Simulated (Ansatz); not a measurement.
# Y: the cost of one run

Method: DFT PBE, scalar-relativistic, plane waves, PAW, in Ansatz 0.2.0.

**1. The structure to begin with**

It takes space group P6_3/mmc (No. 194, hexagonal). The conventional cell has a = 3.651 Å, b = 3.651 Å, c = 5.747 Å, α = 90.00°, β = 90.00°, γ = 120.00°. Y (site symmetry -6m2) has 12 Y at 3.56 to 3.65 Å in its first shell of neighbours.

Coordinates:

```
CELL_PARAMETERS angstrom
3.65150 0.00000 0.00000
-1.82575 3.16229 0.00000
0.00000 0.00000 5.74740
ATOMIC_POSITIONS crystal
Y 0.33333 0.66667 0.25000
Y 0.66667 0.33333 0.75000
```

The cell is taken as given, not relaxed at this level.

**2. Zero of energy**

Reference values: F = -7697.3569 eV; pressure -0.37 GPa; largest force 0.000 eV/Å; gap on the mesh none (metal). It was computed beforehand with the settings of the runs below.

**3. Setting up one atom moved over a plane**

Atom 1 (Y) is moved by p along (0.000, 1.000, 0.000) and q along (0.000, 0.000, 1.000) (Å), all else fixed; its images in the other cells move with it. Points alike by symmetry are run once.

**4. Point p = -0.200, q = -0.200**

input.yaml

```yaml
crystal:
  lattice:
    - [3.6514992371, 0.0, 0.0]
    - [-1.8257496185, 3.1622911012, 0.0]
    - [0.0, 0.0, 5.7474]
  atoms:
    - { symbol: "Y", position: [0.3017106911, 0.6034213823, 0.2152016564] }
    - { symbol: "Y", position: [0.6666666667, 0.3333333333, 0.75] }
basis:
  ecutwfc: 420
kpoints:
  mp_grid: { grid: [18, 18, 8] }
hamiltonian:
  xc: pbe
scf:
  occupations: { method: gaussian, width: 0.15 }
output:
  forces: true
  stress: true
  eigenvalues: true
```

On the command line:

```sh
> ansatz run input.yaml --threads 1 --pin off --max-ram 2560MiB --backend cpu --events-out ev --progress --plain --runs-dir out
```

**Question.** How long does this run take on 1 thread of Oxide Virtual Turin-like (Zen 5), shared host, and how much memory does it need?

About 30 s, with a peak of 0.82 GiB.
